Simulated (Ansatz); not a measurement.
A (100) slab of TaN (Fm-3m (No. 225)), 6 planes, outer planes TaN (top) and TaN (bottom), with 12 atoms (Ta6N6) in a surface cell of A = 9.756 Å², as cut from the bulk:

```yaml
crystal:
  lattice:
    - [3.12348, 0.00000, 0.00000]
    - [0.00000, 3.12348, 0.00000]
    - [0.00000, 0.00000, 26.04317]
  atoms:
    - { symbol: Ta, position: [0.00000, 0.00000, 0.28798] }
    - { symbol: N, position: [0.50000, 0.50000, 0.28798] }
    - { symbol: Ta, position: [0.50000, 0.50000, 0.37279] }
    - { symbol: N, position: [0.00000, 0.00000, 0.37279] }
    - { symbol: Ta, position: [0.00000, 0.00000, 0.45760] }
    - { symbol: N, position: [0.50000, 0.50000, 0.45760] }
    - { symbol: Ta, position: [0.50000, 0.50000, 0.54240] }
    - { symbol: N, position: [0.00000, 0.00000, 0.54240] }
    - { symbol: Ta, position: [0.00000, 0.00000, 0.62721] }
    - { symbol: N, position: [0.50000, 0.50000, 0.62721] }
    - { symbol: Ta, position: [0.50000, 0.50000, 0.71202] }
    - { symbol: N, position: [0.00000, 0.00000, 0.71202] }
```

These are results of DFT PBE, scalar-relativistic, plane waves, PAW in Ansatz, not measurements. Settings: cutoff 420 eV, Γ-centred mesh 11×11×1 on the computed 12-atom cell, Gaussian smearing of 0.10 eV; no spin polarisation. The cell repeats along c with a dipole correction in the vacuum.

Against the same 12 atoms in the bulk, the slab as cut lies 1.966 eV higher and the relaxed slab 0.860 eV higher.

Problem. Work out the surface energy before and after relaxation.

Solution. The slab has two faces, so γ = (E_slab − N·E_bulk)/(2A), the mean of both. As cut: 1.966/(2 × 9.756) = 0.1008 eV/Å², and 1 eV/Å² = 16.02 J/m², so γ = 1.61 J/m². Relaxed: 0.860/(2 × 9.756) = 0.0441 eV/Å² = 0.71 J/m². Relaxation recovers 56 % of the cost of cutting.

Problem. What is the ideal work of this cut, per area?

Solution. Griffith's ideal work is 2γ: 3.23 J/m² if the new faces stay rigid, 1.41 J/m² if they relax. One thickness was run, 6 planes, so γ can still shift with it.

The reference crystal is the rock-salt form of TaN, which isn't its usual structure.

Relaxation removes more than half of the cost of cutting, a strikingly large share for a rock-salt (100) face. This cut is nonpolar: each plane holds equal numbers of Ta and N, and each surface atom loses only one of its six nearest neighbours. The usual response is a modest rumpling, with the metal drawn inward and nitrogen left further out, as the remaining Ta d–N p bonds strengthen.

A drop from 1.61 to 0.71 J/m² suggests that more than this is at work. Tantalum brings one more valence electron than a group 4 metal, and in the mononitride it enters metal d states above the filled bonding p–d bands, which weakens the cubic lattice's resistance to shear and internal displacement. The free faces probably let the whole thin slab distort in ways the bulk reference can't, so part of the gain may belong to the interior rather than the surface. The relaxed value is therefore less secure as a pure surface energy than the rigid one is as a cleavage cost. Without the relaxed positions, the two contributions can't be separated.
